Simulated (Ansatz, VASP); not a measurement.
## Cu in VASP and in Ansatz

The input INCAR:

```
SYSTEM = Cu
PREC = Accurate ; ENCUT = 520
EDIFF = 1E-7 ; ISMEAR = -1
SIGMA = 0.05 ; LREAL = .FALSE.
LASPH = .TRUE. ; NELM = 100
ALGO = Normal ; ISIF = 2
LWAVE = .FALSE. ; LCHARG = .FALSE.
GGA = PS ; NBANDS = 18
```

File KPOINTS:

```
regular mesh
0
G
  12 12 7
  0 0 0
```

POSCAR

```
Cu
1.0
    2.5674438712      0.0000000000      0.0000000000
   -1.2837219356      2.2234716153      0.0000000000
    0.0000000000      0.0000000000      4.1666899825
Cu
2
Direct
    0.6666666667      0.3333333333      0.7500000000
    0.3333333333      0.6666666667      0.2500000000
```

File input.yaml:

```yaml
crystal:
  lattice:
    - [2.5674438712, 0.0, 0.0]
    - [-1.2837219356, 2.2234716153, 0.0]
    - [0.0, 0.0, 4.1666899825]
  atoms:
    - { symbol: Cu, position: [0.6666666667, 0.3333333333, 0.75] }
    - { symbol: Cu, position: [0.3333333333, 0.6666666667, 0.25] }
hamiltonian:
  xc: pbesol
  pseudopotentials: { kind: paw }
kpoints:
  mp_grid: { grid: [12, 12, 7] }
scf:
  occupations: { method: fermi_dirac, width: 0.05 }
output:
  forces: true
  stress: true
  eigenvalues: true
  write_density: true
  write_potential: true
  elf: true
  volumetric_format: npy
```

Change from the starting cell: volume scaled by 1.04.

Alike in both runs: task single point; functional PBEsol; k mesh 12 × 12 × 7; occupations fermi-dirac, width 0.05 eV; no spin polarisation.

```csv
,VASP,Ansatz
version,VASP 6.6.1,Ansatz 0.2.0
potentials or method,"VASP PAW PBE potentials, release 64 (Cu)",Ansatz PAW
plane-wave cutoff (eV),520,420
valence electrons in the cell,22,38
```

|  | VASP | Ansatz | Ansatz less VASP |
| --- | --- | --- | --- |
| gap on the k mesh at the Fermi level (eV) | none | none | - |
| pressure (GPa) | -6.4 | -7.1 | -0.71 |
| largest component of the traceless stress (GPa) | 0.03 | 0.11 | +0.076 |

A gap of «none» marks a metal or a gap that the smearing closes. The two sets of potentials don't hold the same shells in valence.

Caveats: the PAW data sets were made with another functional, which shifts forces and pressure a little (VASP); the PAW data sets come from PBE, with cores solved anew for the run's functional, which leaves a small shift of forces and pressure (Ansatz).
